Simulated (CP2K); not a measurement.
Runs of CP2K 2026.2 on In. Symmetry: I4/mmm, No. 139, tetragonal system. The conventional cell has a = 3.251 Å, b = 3.251 Å, c = 4.947 Å, α = 90.00°, β = 90.00°, γ = 90.00°. In (site symmetry 4/mmm) has 12 In at 3.25 to 3.38 Å as nearest neighbours. 

```tsv
task	level	potentials or basis	cell	k mesh	smearing	EPS_DEFAULT	k points reduced by the point group	NGRIDS	basis sets	potentials	gap on the mesh (eV)	pressure (GPa)
band structure	r2SCAN	POTENTIAL_UZH In GTH-SCAN-q13; TZVP-MOLOPT-SCAN-GTH basis	as given	11 × 11 × 11	fermi-dirac 0.1 eV	1.0E-9	yes	5	In TZVP-MOLOPT-SCAN-GTH-q13	In GTH-SCAN-q13 of POTENTIAL_UZH	none	0.5
single point	PBEsol	POTENTIAL_UZH In GTH-PBE-q13; TZVP-MOLOPT-PBE-GTH basis	as given	11 × 11 × 11	fermi-dirac 0.05 eV	1.0E-10	yes	5	In TZVP-MOLOPT-PBE-GTH-q13	In GTH-PBE-q13 of POTENTIAL_UZH	none	-0.5
band structure	LDA	GTH_POTENTIALS In GTH-PADE-q13; TZVP-MOLOPT-PBE-GTH basis	as given	11 × 11 × 11	fermi-dirac 0.1 eV	1.0E-9	yes	5	In TZVP-MOLOPT-PBE-GTH-q13	In GTH-PADE-q13 of GTH_POTENTIALS	none	-2.2
relaxation of cell and atoms	LDA	GTH_POTENTIALS In GTH-PADE-q13; TZVP-MOLOPT-PBE-GTH basis	relaxed	9 × 9 × 9	fermi-dirac 0.1 eV	1.0E-10	-	5	In TZVP-MOLOPT-PBE-GTH-q13	In GTH-PADE-q13 of GTH_POTENTIALS	none	0.0
single point	PBE	POTENTIAL_UZH In GTH-PBE-q13; TZVP-MOLOPT-PBE-GTH basis	as given	11 × 11 × 11	fermi-dirac 0.05 eV	1.0E-10	yes	4	In TZVP-MOLOPT-PBE-GTH-q13	In GTH-PBE-q13 of POTENTIAL_UZH	none	(a)
band structure	PBEsol	POTENTIAL_UZH In GTH-PBE-q13; TZVP-MOLOPT-PBE-GTH basis	as given	11 × 11 × 11	fermi-dirac 0.05 eV	1.0E-9	yes	5	In TZVP-MOLOPT-PBE-GTH-q13	In GTH-PBE-q13 of POTENTIAL_UZH	none	-0.5
single point	LDA	GTH_POTENTIALS In GTH-PADE-q13; TZVP-MOLOPT-PBE-GTH basis	as given	11 × 11 × 11	gaussian 0.05 eV	1.0E-10	yes	5	In TZVP-MOLOPT-PBE-GTH-q13	In GTH-PADE-q13 of GTH_POTENTIALS	none	-2.3
```

Alike in all rows: no spin polarisation.

**Question.** Fill in the values left out.

**Answer.** (a) 2.3.

Caveats: the basis of atomic orbitals isn't converged, which shifts pressures, moduli and gaps; the potentials were made for another functional, which shifts forces and pressure (some runs); more than 0.5 GPa of stress was left at the end, so the final cell isn't listed (some runs).

A k mesh can miss the band edges, and the runs leave out spin-orbit coupling on In.

A gap of «none» marks a metal or a gap under the smearing width.

Not every run made on this cell is shown here.
